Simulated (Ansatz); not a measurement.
# CaO: the cell at several levels of theory

One table from this session's results is given with a row withheld; the runs are named, their logs left out.

Code: Ansatz 0.2.0. PAW datasets, plane waves, zero pressure. Computed, not measured; no magnetism was allowed, and the structure may never have been made.

**The structure to begin with**

This is the cell as the run starts from it, not yet at rest; its lengths are not the crystal's.

The symmetry is P6_3/mmc (No. 194, hexagonal); a = 3.808 Å, c = 4.759 Å in the conventional setting, 14.94 Å³ an atom. Near Ca stand 5 O at 2.20–2.38 Å; near O stand 5 Ca at 2.20–2.38 Å.

Coordinates:

```cif
data_structure
_symmetry_space_group_name_H-M 'P 1'
_symmetry_Int_Tables_number 1
_cell_length_a 3.8078
_cell_length_b 3.8078
_cell_length_c 4.7595
_cell_angle_alpha 90.000
_cell_angle_beta 90.000
_cell_angle_gamma 120.000
_cell_volume 59.76
loop_
_atom_site_label
_atom_site_type_symbol
_atom_site_fract_x
_atom_site_fract_y
_atom_site_fract_z
_atom_site_occupancy
Ca1 Ca 0.33333 0.66667 0.25000 1
Ca2 Ca 0.66667 0.33333 0.75000 1
O1 O 0.66667 0.33333 0.25000 1
O2 O 0.33333 0.66667 0.75000 1
```

The first run:

input.yaml

```yaml
crystal:
  lattice:
    - [3.8077745128, 0.0, 0.0]
    - [-1.9038872564, 3.29762946, 0.0]
    - [0.0, 0.0, 4.7594652]
  atoms:
    - { symbol: Ca, position: [0.3333333333, 0.6666666667, 0.25] }
    - { symbol: Ca, position: [0.6666666667, 0.3333333333, 0.75] }
    - { symbol: O, position: [0.6666666667, 0.3333333333, 0.25] }
    - { symbol: O, position: [0.3333333333, 0.6666666667, 0.75] }
kpoints:
  mp_grid: { grid: [12, 12, 6] }
hamiltonian:
  xc: pbe
scf:
  occupations: { method: fermi_dirac, width: 0.02 }
relax:
  f_tol: 0.005
  cell: {}
output:
  write_density: true
  write_potential: true
  elf: true
  volumetric_format: npy
```

On the command line:

```
$ ansatz run input.yaml --threads 2 --pin off --max-ram 2211MiB --backend cpu --events-out ev --progress --plain --runs-dir out
```

Steps of the session up to this table: Relaxing with PBE; Relaxing with r2SCAN; PBEsol: cell and atoms; Relaxation with LDA; Relaxing with HSE06.

One table of the session follows, with a row left open; its other results are not shown here.

| level | a (Å) | c (Å) | volume (Å³/atom) |
| --- | --- | --- | --- |
| PBE | 4.004 | 4.809 | 16.690 |
| r2SCAN | 3.981 | 4.770 | 16.368 |
| PBEsol | 3.956 | 4.743 | 16.074 |
| LDA | ? | ? | ? |
| HSE06 | 3.984 | 4.771 | 16.396 |

**Question.** Estimate the row for LDA.

The run gave: a (Å): 3.909; c (Å): 4.684; volume (Å³/atom): 15.493. In the column «a (Å)» it is the lowest.

The volume runs from LDA (least) to PBE (most), a spread of 7.7 %, or 2.5 % in length if all axes shared it alike. The meshes differ: PBE 12×12×6, r2SCAN 6×6×6, PBEsol 6×6×6, LDA 6×6×6, HSE06 6×6×4.
